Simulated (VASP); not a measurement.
Here is a VASP 6.6.1 calculation.

The input INCAR:

```
SYSTEM = H26C10O3
PREC     = Accurate       ! precision mode
ENCUT    = 520            ! plane-wave cutoff, eV
EDIFF    = 1E-7           ! SCF threshold, eV
ISMEAR   = -1             ! smearing method
SIGMA    = 0.05           ! smearing width, eV
LREAL    = Auto         
LASPH    = .TRUE.         ! aspherical terms in the spheres
NELM     = 100            ! most SCF steps
ALGO     = Fast           ! electronic algorithm
ISIF     = 2              ! what is computed and relaxed
LWAVE    = .FALSE.        ! write WAVECAR
LCHARG   = .FALSE.        ! write CHGCAR
GGA      = PE             ! functional
NBANDS   = 67             ! bands
```

Contents of KPOINTS:

```
Automatic mesh
0
G
  1 1 1
  0 0 0
```

POSCAR

```
H26C10O3
1.0
    7.6630940000      0.0000000000      0.0000000000
    0.0000000000      7.6630940000      0.0000000000
    0.0000000000      0.0000000000      7.6630940000
O H C
3 26 10
Direct
    0.1621799237      0.0815988947      0.6266659394
    0.4210048839      0.4884058580      0.0508280337
    0.4889278404      0.7103919122      0.7528421288
    0.0499145645      0.1011340850      0.6834837208
    0.1519751683      0.1194295672      0.5046786585
    0.4232102595      0.3665099241      0.0179692432
    0.4571521633      0.5576990182     -0.0569352275
    0.3644089450      0.7331503437      0.7359559990
    0.5059705649      0.6526737112      0.6394545075
    0.1494435537      0.7919255590      0.5654243573
    0.0459474985      0.6779768068      0.7614939866
    0.1730502066      0.5124431463      0.4180295844
    0.0973236137      0.3857319250      0.6087227953
    0.8586479560      0.3424465366      0.2319037193
    0.7595104536      0.1418487102      0.1870784829
    0.7803897486      0.3252211183      0.5336225812
    0.6391804668      0.1495349007      0.5214081936
    0.0541165226     -0.0463781339      0.1400478710
    0.2230039198     -0.1892708089      0.2700606309
    0.2958857088      0.0536728376     -0.0444337496
    0.4479130753     -0.0983023306      0.0605630050
    0.8255934222      0.8390214188      0.4840995034
    0.7840305756      0.6196583260      0.3688196961
    0.4985453656      0.9075316054      0.4148715910
    0.4920727842      0.7068554816      0.2770551947
    1.0210627718      0.2528613116      0.8991668378
    0.8078460215      0.3731260507      0.9489509068
    0.8419184209      0.0002740407      0.8456375454
    0.6421296672      0.1097598437      0.8416052315
    0.1026217348      0.6724437936      0.6271357235
    0.1216349428      0.5137611518      0.5503912649
    0.7851789369      0.2331695266      0.2839975603
    0.7207663119      0.2365102138      0.4454989068
    0.1902756250     -0.0889457966      0.1685742078
    0.3135548122     -0.0340593499      0.0625856867
    0.7295356158      0.7500886718      0.4183949721
    0.5623185622      0.7842263190      0.3726171178
    0.8797882422      0.2550144889      0.9017897993
    0.7842393686      0.1202255903      0.8646377038
```

Potentials or basis: VASP PAW PBE potentials, release 64 (O, H, C).

The run is started by

```sh
$ cat potpaw_PBE.64/O/POTCAR potpaw_PBE.64/H/POTCAR potpaw_PBE.64/C/POTCAR > POTCAR
$ mpirun -np 1 vasp_gam > vasp.out
```

Problem. Predict the band gap on the k mesh.

Solution. 4.81 eV, direct.

Problem. Predict the largest force.

Solution. 2.776 eV/Å.

Problem. What does it give for the pressure?

Solution. 0.5 GPa.

Stress tensor (GPa, compression positive):
```
-0.34  0.75 -0.02
 0.75  1.41  0.74
-0.02  0.74  0.57
```
